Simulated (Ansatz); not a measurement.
**W (110): surface energy and levels**

The task, for W: compute energy, relaxation and work function or band edges of the (110) face.

The COD cell was measured well above room temperature, so it is larger than a cold one.

Program: Ansatz 0.2.0. Level of theory: DFT PBE, scalar-relativistic, plane waves, PAW. These are calculated values, not measurements.

1 further run of the same task is left out (set aside as unsound or not needed).

### Step 1. Starting point

It takes space group Im-3m (No. 229, cubic). Conventional cell: a = 3.184 Å, b = 3.184 Å, c = 3.184 Å, α = 90.00°, β = 90.00°, γ = 90.00°. W (site symmetry m-3m) has 8 W at 2.76 Å as nearest neighbours.

Coordinates:

```cif
data_structure
_symmetry_space_group_name_H-M 'P 1'
_symmetry_Int_Tables_number 1
_cell_length_a 2.7570
_cell_length_b 2.7570
_cell_length_c 2.7570
_cell_angle_alpha 109.471
_cell_angle_beta 109.471
_cell_angle_gamma 109.471
_cell_volume 16.13
loop_
_atom_site_label
_atom_site_type_symbol
_atom_site_fract_x
_atom_site_fract_y
_atom_site_fract_z
_atom_site_occupancy
W1 W 0.00000 0.00000 0.00000 1
```

It is the result of an earlier relaxation at this level (volume 16.13 Å³/atom; gap on the mesh: none (metal)).

### Step 2. The bulk in the cell of the plane

Input file input.yaml:

```yaml
crystal:
  lattice:
    - [2.7570426608, 0.0, 0.0]
    - [-0.9190142203, 2.5993647487, 0.0]
    - [0.9190142203, 1.2996823743, 2.251115906]
  atoms:
    - { symbol: W, position: [0.0, 0.0, 0.0] }
basis:
  ecutwfc: 420
kpoints:
  mp_grid: { grid: [13, 13, 15] }
hamiltonian:
  xc: pbe
scf:
  occupations: { method: gaussian, width: 0.1 }
output:
  forces: true
  stress: true
  eigenvalues: true
  write_density: true
  write_potential: true
  elf: true
  volumetric_format: npy
```

Started as:

```bash
ansatz run input.yaml --threads 1 --pin off --max-ram 2560MiB --backend cpu --events-out ev --progress --plain --runs-dir out
```

The log of the run, shortened:

```text
[...]
SCF converged after 6 iterations
Free energy (F): -10384.831251 eV
[...]
E sigma→0 (E₀):  -10384.830545 eV
Entropy (-TS):   -0.001414 eV (-1.414 meV/atom)
Fermi energy:    22.159853 eV
[...]
--- Forces (eV/Å), atoms counted from 1 ---
  atom   1  W      0.00000000     0.00000000     0.00000000
[...]
--- Stress (GPa, compression-positive) ---
       -0.744555       0.399190       0.190225
        0.399190      -0.462286       0.269019
        0.190225       0.269019       0.675759
  P = ⅓ Tr σ = -0.1770 GPa (-1.770 kbar)
--- Band table (eV; the first three rows and the last of 686) ---
  k-point 0: bands = ["-51.9504", "-15.5782", "-15.5763", "-15.5737", "12.6440", "20.9659", "20.9682", "20.9703", "24.3870", "24.3873", "36.6456"]
[...]
```

Wall time 4.4 s (1 thread of Intel Xeon 6975P-C (Granite Rapids), shared host); peak memory 0.43 GiB.

Bulk reference and slab share their plane, in-plane mesh and smearing. Its energy with the smearing taken to zero: -10384.8305 eV/atom.

### Step 3. Cutting the (110) slab

Planes are indexed in the bulk's conventional cell (Im-3m (No. 229)), a = 3.184 Å, b = 3.184 Å, c = 3.184 Å, α = 90.00°, β = 90.00°, γ = 90.00°.

Cut from the relaxed bulk: a (110) slab, 9.0 Å thick as cut, with 15 Å of vacuum; its outer planes are W (top) and W (bottom).

The slab as cut. Its planes from the bottom up:

```tsv
plane	atoms per cell	height over the lowest (Å)
1	W	0.00
2	W	2.25
3	W	4.50
4	W	6.75
5	W	9.00
```

### Step 4. The slab as cut, atoms at the bulk's places

A dipole layer in the vacuum cancels the field that periodic copies would set up if the slab's two faces differ.

Input file input.yaml:

```yaml
crystal:
  lattice:
    - [2.7570426608, 0.0, 0.0]
    - [-0.9190142203, 2.5993647487, 0.0]
    - [0.0, 0.0, 24.0044636241]
  atoms:
    - { symbol: W, position: [0.5, 0.5, 0.3124418907] }
    - { symbol: W, position: [0.0, 0.0, 0.4062209454] }
    - { symbol: W, position: [0.5, 0.5, 0.5] }
    - { symbol: W, position: [0.0, 0.0, 0.5937790546] }
    - { symbol: W, position: [0.5, 0.5, 0.6875581093] }
basis:
  ecutwfc: 420
kpoints:
  mp_grid: { grid: [13, 13, 1] }
hamiltonian:
  xc: pbe
scf:
  occupations: { method: gaussian, width: 0.1 }
output:
  forces: true
  stress: true
  eigenvalues: true
efield:
  axis: 3
  dipole_correction: true
  ramp_width: 0.04
```

Started as:

```bash
ansatz run input.yaml --threads 1 --pin off --max-ram 2560MiB --backend cpu --events-out ev --progress --plain --runs-dir out
```

The log of the run, shortened:

```text
Warning: RAYON_NUM_THREADS=1 ignored (pool sized by the plan → 1); use --threads N
[...]
Pseudopotentials: kind: paw
Pseudopotential: W, paw, valence charge 14, recommended cutoff 420 eV (normal), W.paw.azcp
Functional definition: PBE
[...]
Crystal: 5 atoms, lattice volume = 172.029 Å³
Basis set: ecut = 420 eV, 3415 PW (Γ), exchange–correlation on 40×40×324 points (8 copies of the dense FFT grid, shifted against one another)
Bands: 42, of which v1, the nominal top of the filled ones, is band 35 counted from 1 (34 counted from 0)
Symmetry: 4 space group operations
k-points: 49 of 169
[...]
SCF iter   1: F=—  HF=-51921.172777 eV  |F-HF|=—  |Δ(HF+E_count)|=         —  Δρ=6.48e-3  dr2=7.00e-1  ethr=1.77e-3  p=0.000 e·Å  D=3.28e-13 V/Å  ΔV_dip=-0.00 eV  dr2_dipole=1.97e-6  V_vac-E_F(+/−)=5.02/5.02 eV  ⟨swp⟩=8.2  Hψ=9690  notcnv=0
[...]
SCF converged after 7 iterations
Free energy (F): -51921.147104 eV
[...]
E sigma→0 (E₀):  -51921.138124 eV
Entropy (-TS):   -0.017960 eV (-3.592 meV/atom)
Fermi energy:    7.887153 eV
Dipole field:    D = -0.000003 V/Å  (p = -0.000003 e·Å, saw-weighted, corrected)
Work function:   Φ+ = 4.8901 eV   Φ− = 4.8900 eV
Levels:          The Fermi level and band energies are counted from a zero that moves with the ramp; work functions are not
[...]
--- Forces (eV/Å), atoms counted from 1 ---
  atom   1  W      0.00000000     0.00000000     0.63595952
  atom   2  W      0.00000000    -0.00000000    -0.64578488
  atom   3  W      0.00000000     0.00000000     0.00000005
  atom   4  W      0.00000000     0.00000000     0.64578566
  atom   5  W      0.00000000     0.00000000    -0.63595988
[...]
--- Stress (GPa, compression-positive) ---
       -4.729008      -0.625906       0.000000
       -0.625906      -5.171591       0.000000
        0.000000       0.000000      -2.625756
  P = ⅓ Tr σ = -4.1755 GPa (-41.755 kbar)
--- Band table (eV; the first three rows and the last of 49) ---
[...]
```

Run time: 15 s. Hardware: 1 thread of Intel Xeon 6975P-C (Granite Rapids), shared host; peak memory 0.52 GiB.

This gives work function 4.89 eV.

### Step 5. All atoms of the slab relaxed

input.yaml: that of step 4 with these lines changed.

```diff
@@ -21,4 +21,11 @@
   forces: true
-  stress: true
   eigenvalues: true
+  write_density: true
+  write_potential: true
+  elf: true
+  volumetric_format: npy
+relax:
+  adjacent_minimum: "off"
+  f_tol: 0.02
+  max_steps: 60
 efield:
```

Started as:

```bash
ansatz run input.yaml --threads 1 --pin off --max-ram 2560MiB --backend cpu --events-out ev --progress --plain --runs-dir out
```

The log of the run:

```text
Warning: RAYON_NUM_THREADS=1 ignored (pool sized by the plan → 1); use --threads N
Engine: ansatz 0.2.0, x86_64-unknown-linux-gnu
[... 3 set-up lines as earlier in the session ...]
  parameter kappa = 0.804
  parameter beta = 0.06672455060314922
  exchange = pbe_x(kappa = kappa, mu = beta*pi^2/3)
  correlation = pbe_c(beta = beta)
Crystal: 5 atoms, lattice volume = 172.029 Å³
Basis set: ecut = 420 eV, 3415 PW (Γ), exchange–correlation on 40×40×324 points (8 copies of the dense FFT grid, shifted against one another)
Bands: 42, of which v1, the nominal top of the filled ones, is band 35 counted from 1 (34 counted from 0)
[... 1 set-up line as earlier in the session ...]
k-points: 49 of 169
Non-local potential: W, projectors of the file, l = 0: 3, l = 1: 2, l = 2: 2, l = 3: 1
PAW form: soft (Blöchl's): semilocal exchange-correlation on the pseudo side does not see the compensation charge
PAW one-centre angular grid: W, 590 points (default); XC on 64 Gauss nodes
Initial density: superposition of atomic densities (neutral atoms: chi_scale 0, normalization atom), corrected by the library's trained network
Initial wavefunctions: pseudopotential atomic-orbital guess
Functional: x = pbe(κ = 0.804, μ = 0.2195149727645171), c = pbe(β = 0.06672455060314922)
SCF iter   1: F=—  HF=-51921.172777 eV  |F-HF|=—  |Δ(HF+E_count)|=         —  Δρ=6.48e-3  dr2=7.00e-1  ethr=1.77e-3  p=0.000 e·Å  D=4.06e-13 V/Å  ΔV_dip=-0.00 eV  dr2_dipole=1.97e-6  V_vac-E_F(+/−)=5.02/5.02 eV  ⟨swp⟩=8.2  Hψ=9690  notcnv=0
efield: sawtooth ramp at fractional position 0.9800 (placed from the atoms, in the widest stretch of the axis that holds none; the zero of the levels goes with the place), width 0.0400; the density the first Hamiltonian is built on has a dipole p = 0.000 e·Å; the dipole correction subtracts the counter field D = 4.06e-13 V/Å, which shifts the + side's vacuum level by -0.00 eV against the − side's; the planar-averaged density in the ramp window peaks in size at 3.3e-5 e/Å³
preconditioner: auto → LDOS  [metal: Δε(μ)=0.026 eV  Ē_g=4.652 eV  σ=0.100 eV  W_gap=0.14  n_scr=16 (ndim 8)  ℏωp=15.5 eV  f_vac=0.463  D(μ)=4.21/eV (n_scr^D=16)  β→1.0]
SCF iter   2: F=—  HF=-51921.148890 eV  |F-HF|=—  |Δ(HF+E_count)|=   2.39e-2  Δρ=2.11e-3  dr2=1.10e-2  ethr=9.99e-4  p=-0.000 e·Å  D=-2.87e-5 V/Å  ΔV_dip=0.00 eV  dr2_dipole=1.15e-6  V_vac-E_F(+/−)=4.90/4.90 eV  ⟨swp⟩=2.0  Hψ=2629  notcnv=0  defer=31
SCF iter   3: F=—  HF=-51921.147259 eV  |F-HF|=—  |Δ(HF+E_count)|=   1.63e-3  Δρ=5.90e-4  dr2=1.98e-3  ethr=1.57e-5  p=-0.000 e·Å  D=-6.40e-6 V/Å  ΔV_dip=0.00 eV  dr2_dipole=9.57e-8  V_vac-E_F(+/−)=4.90/4.90 eV  ⟨swp⟩=3.3  Hψ=3810  notcnv=0  defer=31
SCF iter   4: F=—  HF=-51921.147102 eV  |F-HF|=—  |Δ(HF+E_count)|=   1.57e-4  Δρ=1.46e-4  dr2=1.05e-4  ethr=2.83e-6  p=-0.000 e·Å  D=-2.10e-6 V/Å  ΔV_dip=0.00 eV  dr2_dipole=1.34e-9  V_vac-E_F(+/−)=4.89/4.89 eV  ⟨swp⟩=2.1  Hψ=2695  notcnv=0  defer=23
iter 5 did not close the SCF: its close was put off for the readings that it lacked (scf_convergence_deferred on its scf_iter line)
SCF iter   5: F=-51921.147103 eV  HF=-51921.147102 eV  |F-HF|=1.42e-6  |Δ(HF+E_count)|=   9.14e-7  Δρ=3.70e-5  dr2=3.06e-6  ethr=1.50e-7  p=-0.000 e·Å  D=-6.24e-7 V/Å  ΔV_dip=0.00 eV  dr2_dipole=1.36e-12  V_vac-E_F(+/−)=4.89/4.89 eV  ⟨swp⟩=2.6  Hψ=2950  notcnv=0  defer=16
iter 6 did not close the SCF: its close was put off until two iterations running show no level that it waits for move by more than its bar (scf_convergence_deferred on its scf_iter line)
SCF iter   6: F=-51921.147103 eV  HF=-51921.147104 eV  |F-HF|=5.95e-7  |Δ(HF+E_count)|=   2.56e-6  Δρ=1.31e-5  dr2=1.06e-6  ethr=4.36e-9  p=-0.000 e·Å  D=-5.17e-8 V/Å  ΔV_dip=0.00 eV  dr2_dipole=4.69e-13  V_vac-E_F(+/−)=4.89/4.89 eV  ⟨swp⟩=18.4  Hψ=21716  notcnv=0
iter 7 did not close the SCF: its close was put off until two iterations running show no level that it waits for move by more than its bar (scf_convergence_deferred on its scf_iter line)
SCF iter   7: F=-51921.147104 eV  HF=-51921.147104 eV  |F-HF|=1.39e-8  |Δ(HF+E_count)|=   8.90e-8  Δρ=4.10e-6  dr2=7.79e-8  ethr=1.52e-9  p=0.000 e·Å  D=5.57e-8 V/Å  ΔV_dip=-0.00 eV  dr2_dipole=5.74e-12  V_vac-E_F(+/−)=4.89/4.89 eV  ⟨swp⟩=10.8  Hψ=17144  notcnv=0
SCF iter   8: F=-51921.147104 eV  HF=-51921.147104 eV  |F-HF|=1.75e-10  |Δ(HF+E_count)|=   3.58e-8  Δρ=1.22e-6  dr2=6.05e-9  ethr=1.11e-10  p=0.000 e·Å  D=2.30e-8 V/Å  ΔV_dip=-0.00 eV  dr2_dipole=2.32e-13  V_vac-E_F(+/−)=4.89/4.89 eV  ⟨swp⟩=9.5  Hψ=15298  notcnv=0
SCF 1 converged in 8 iterations: F = -51921.147104 eV  dr2 = 6.05e-9
relax step   1: F+E_penalty+E_count = -51921.14710419 eV  Δ(F+E_penalty+E_count) = +0.000e0 eV  max|allowed force component| = 6.459e-1 eV/Å  Δτ_max = 0.0000 Å  (8 SCF iters, dr2 threshold 1.00e-5 eV, accepted)
[... 12 lines left out ...]
relax step   2: F+E_penalty+E_count = -51920.97979770 eV  Δ(F+E_penalty+E_count) = +1.673e-1 eV  max|allowed force component| = 1.700e0 eV/Å  Δτ_max = 0.1942 Å  (6 SCF iters, dr2 threshold 2.61e-5 eV, rejected (line search))
[... 12 lines left out ...]
relax step   3: F+E_penalty+E_count = -51921.19473981 eV  Δ(F+E_penalty+E_count) = -4.764e-2 eV  max|allowed force component| = 2.407e-1 eV/Å  Δτ_max = 0.0946 Å  (8 SCF iters, accepted)
[... 10 lines left out ...]
relax step   4: F+E_penalty+E_count = -51921.20001661 eV  Δ(F+E_penalty+E_count) = -5.277e-3 eV  max|allowed force component| = 1.972e-2 eV/Å  Δτ_max = 0.0164 Å  (6 SCF iters, dr2 threshold 3.62e-6 eV, accepted)
[... 6 lines left out ...]
relax step   5: F+E_penalty+E_count = -51921.20001661 eV  Δ(F+E_penalty+E_count) = -3.973e-9 eV  max|allowed force component| = 1.979e-2 eV/Å  Δτ_max = 0.0000 Å  (2 SCF iters, accepted)
WARN: The output density's exchange-correlation potential varies sharply where the density is thin. Do not read a vacuum level from v_tot or v_xc, or from such a field of the output density. On a cell that repeats whose density bears no net charge and no dipole along the vacuum's axis use v_es (v_loc + v_h of the components); under efield.dipole_correction with no amplitude use v_es + v_field, which holds any external_charges[].barrier, or the levels of the report's work_function block, which leave it out; under a non-zero efield.amplitude the vacuum is tilted and has no level; on a cell that repeats and bears such a dipole with no correction it is tilted too, and efield.dipole_correction with no amplitude gives each side of its ramp a level where efield: is served; in a cell that repeats whose density bears a net charge (total_charge, or a fill off its count) it is curved and has none; of a slab under crystal.periodic whose density bears no net charge use v_es, which has a level on each side, short of where the two are joined; of another it falls or rises all the way out and has none; of a slab beside external_charges read slab_vacuum_level instead, which it has where they leave it neutral. The grid or the basis barely resolves most such structure, and the values can differ between equally converged runs; as a rule a tighter scf.convergence.dr2_threshold does not remove it. Where the density itself ripples (under the LDA too) a higher basis.ecutwfc lessens it. The files hold the spikes' plane waves up to the density's cutoff. Files: v_tot_of_output_density and the like, and their columns of v_z.tsv (output.write_potential); v_xc_of_output_density and the like, and their columns of v_comp_z.tsv (output.write_potential_components). Measured: with its Gaussian average of σ = 0.25 Å subtracted twice, the exchange-correlation potential is over 0.1 eV at 365 of the grid points where the equally averaged density (valence and model cores) is under 1e-3 e/Å³, and 0.791 eV at the most among them, at an averaged density of 5.9e-8 e/Å³. See output.write_potential in the manual, Limitations
SCF converged after 2 iterations
Free energy (F): -51921.200017 eV
Harris-Foulkes:  -51921.200017 eV  (|F-HF|=2.46e-9)
Internal energy: -51921.182455 eV  (E = F + TS)
E sigma→0 (E₀):  -51921.191236 eV
Entropy (-TS):   -0.017562 eV (-3.512 meV/atom)
Fermi energy:    7.926752 eV
Dipole field:    D = -0.000000 V/Å  (p = -0.000000 e·Å, saw-weighted, corrected)
Work function:   Φ+ = 4.7740 eV   Φ− = 4.7740 eV
Levels:          The Fermi level and band energies are counted from a zero that moves with the ramp; work functions are not
--- Per-component energies (eV) ---
  E_band       = -1424.920853
  E_kinetic    = 2241.730795
  E_local      = -75958.843455  (includes V_loc(G=0)·N_el)
  E_nonlocal   = 4.735077
  E_hartree    = 37049.918038
  E_xc         = -1330.099436
  E_vxc        = -1187.857729  (∫ρ·V_xc dr)
  E_paw        = -42812.292965  (= ΣΔE_a)
  E_vpaw       = -624.530892  (= ΣTr[D̂ρ^β])
  E_aug_tail   = -0.000302  (compensation charges beyond the density's cutoff)
  E_efield     = 0.000000  (sawtooth field / dipole correction)
  E_vefield    = 0.000000  (∫n·V_field dr)
  E_ewald      = 28883.669794
  E_smearing   = -0.017562  (= −TS)
  E_closure    = -0.000000  (closes the sum)
  Σ components = -51921.200017   (vs F -51921.200017, Δ=0.00e0)
--- Forces (eV/Å), atoms counted from 1 ---
  atom   1  W     -0.00000000     0.00000000    -0.01978962
  atom   2  W     -0.00000000    -0.00000000     0.00340196
  atom   3  W      0.00000000     0.00000000     0.00000196
  atom   4  W     -0.00000000     0.00000000    -0.00340445
  atom   5  W     -0.00000000     0.00000000     0.01979019
  max |Σ_I F_I| component: 4.20e-8 eV/Å
--- Band table (eV; the first three rows and the last of 49) ---
  k-point 0: bands = ["-66.2041", "-66.1720", "-66.1161", "-65.9681", "-65.9676", "-30.9973", "-30.7938", "-30.4318", "-30.2196", "-30.1320", "-30.0592", "-29.9490", "-29.8794", "-29.8791", "-29.8694", "-29.8565", "-29.7291", "-29.7193", "-29.5849", "-29.5849", "-1.2908", "-0.2553", "1.1094", "1.8346", "1.8663", "4.4988", "4.8994", "5.6474", "6.2454", "6.3597", "6.5035", "6.6622", "6.7507", "6.7936", "6.9574", "7.8775", "7.9046", "8.6327", "9.5448", "9.6934", "9.7098", "9.8802"]
[... 3 lines left out ...]
--- Relaxed structure (5 steps of the walk, 4 accepted, 0 SCFs on fresh bases) ---
  F+E_penalty+E_count = -51921.20001661 eV   max|allowed force component| = 1.979e-2 eV/Å
  atoms:
    - { symbol: W, position: [0.5, 0.5, 0.31569998193468923] }
    - { symbol: W, position: [-2.134480398160522e-35, -2.2144641519902468e-35, 0.4060206392776577] }
    - { symbol: W, position: [0.5, 0.5, 0.49999999689474056] }
    - { symbol: W, position: [-2.1407455774070304e-35, -2.223027035436467e-35, 0.5939793634805723] }
    - { symbol: W, position: [0.5, 0.5, 0.6843000184123398] }
```

It took 1.9 min on 1 thread of Intel Xeon 6975P-C (Granite Rapids), shared host; peak memory 0.56 GiB.

Step by step:

```csv
step,energy from step 1 (eV/cell),largest force component (eV/Å)
1,0.0000,0.6459
2,0.1673,1.6997
3,-0.0476,0.2407
4,-0.0529,0.0197
5,-0.0529,0.0198
```

Step 1 is the start. Step 2 was tried and not accepted.

Read from this run: work function 4.77 eV.

Plane-averaged electrostatic potential energy of an electron across the slab, counted from the Fermi level:

(z (Å), V (eV)): (1.78, 4.77), (2.07, 4.77), (2.67, 4.77), (2.96, 4.77), (3.56, 4.77), (3.85, 4.77), (4.15, 4.76), (4.74, 4.70), (5.04, 4.62), (5.63, 4.13), (5.93, 3.46), (6.22, 2.09), (6.82, -6.56), (7.11, -14.73), (7.71, -20.97), (8.00, -15.96), (8.59, -3.50), (8.89, -5.44), (9.19, -12.77), (9.78, -22.03), (10.08, -18.47), (10.67, -4.06), (10.97, -2.88), (11.26, -7.74), (11.85, -21.21), (12.15, -21.21), (12.74, -7.74), (13.04, -2.88), (13.34, -4.06), (13.93, -18.47), (14.22, -22.03), (14.82, -12.77), (15.11, -5.44), (15.41, -3.50), (16.00, -15.96), (16.30, -20.97), (16.89, -14.73), (17.19, -6.56), (17.78, 2.09), (18.08, 3.46), (18.37, 4.13), (18.97, 4.62), (19.26, 4.70), (19.86, 4.76), (20.15, 4.77), (20.45, 4.77), (21.04, 4.77), (21.34, 4.77), (21.93, 4.77), (22.23, 4.77)

Axes a, b and c in the maps are those of this run's conventional cell (a, b, c = 3.184, 4.502, 24.004 Å).

Density in a lattice plane of the grid's cell (edges 3.18 and 24.00 Å, at 0.000 of the third edge), which holds W.

Values in e/Å³, 12 rows by 6 columns:
```
0.00 0.00 0.00 0.00 0.00 0.00
0.00 0.00 0.00 0.00 0.00 0.00
0.05 0.05 0.05 0.05 0.05 0.05
0.28 0.45 2.87 4.82 2.87 0.45
4.94 3.74 0.46 0.26 0.46 3.74
0.26 0.50 4.21 3.59 4.21 0.50
4.94 3.74 0.46 0.26 0.46 3.74
0.28 0.45 2.87 4.82 2.87 0.45
0.05 0.05 0.05 0.05 0.05 0.05
0.00 0.00 0.00 0.00 0.00 0.00
0.00 0.00 0.00 0.00 0.00 0.00
0.00 0.00 0.00 0.00 0.00 0.00
```
Columns run along the first of these edges and rows up along the second, over one cell in 6 and 12 even steps from the bottom left corner. Atoms in the plane (fractional): W at (0.50, 0.32), W at (0.00, 0.41), W at (0.50, 0.50), W at (0.00, 0.59), W at (0.50, 0.68).

ELF in the same plane.

Ten even steps from ' ' (0.00) to '@' (0.68):
```
            
            
            
            
++==..  ..==
**::@@##@@::
++++++**++++
..@@::++::@@
--==++--++==
++::@@  @@::
--==++--++==
..@@::++::@@
++++++**++++
**::@@##@@::
++==..  ..==
            
            
            
            
            
```
Columns run along the first of these edges and rows up along the second, over one cell in 6 and 20 even steps from the bottom left corner. Atoms in the plane (fractional): W at (0.50, 0.32), W at (0.00, 0.41), W at (0.50, 0.50), W at (0.00, 0.59), W at (0.50, 0.68).

Both are smooth fields of the valence electrons: close to the nuclei they are not physical.

Maxima of ELF outside the ion cores: 0.60 between the atoms, 1.9 Å from W.

### Step 6. Surface energy and levels of (110)

The surface energy is (E_slab − N·E_bulk) / 2A, with N = 5 atoms and A = 7.17 Å².

|  | as cut | relaxed |
| --- | --- | --- |
| surface energy, mean of both faces | 3.37 J/m² | 3.31 J/m² |
| work function | 4.89 eV | 4.77 eV |
| dipole along +c (e·Å/cell) | 0.000 | 0.000 |

Spacings of the planes, from the bottom up:

```tsv
plane	atoms	spacing to the next, as cut (Å)	relaxed (Å)	change (%)	rumpling (Å)
1	W	2.251	2.168	-3.7	0.000
2	W	2.251	2.256	+0.2	0.000
3	W	2.251	2.256	+0.2	0.000
4	W	2.251	2.168	-3.7	0.000
5	W				0.000
```

### Step 7. Summary of results

| quantity | value |
| --- | --- |
| surface energy, (110), cut with W on top | 3.31 J/m² |
| work function, (110), cut with W on top | 4.77 eV |

What this shows: On (110) the top spacing contracts by 3.7 %, and relaxation gains 0.059 J/m² a face. Spin-orbit coupling is left out for W.
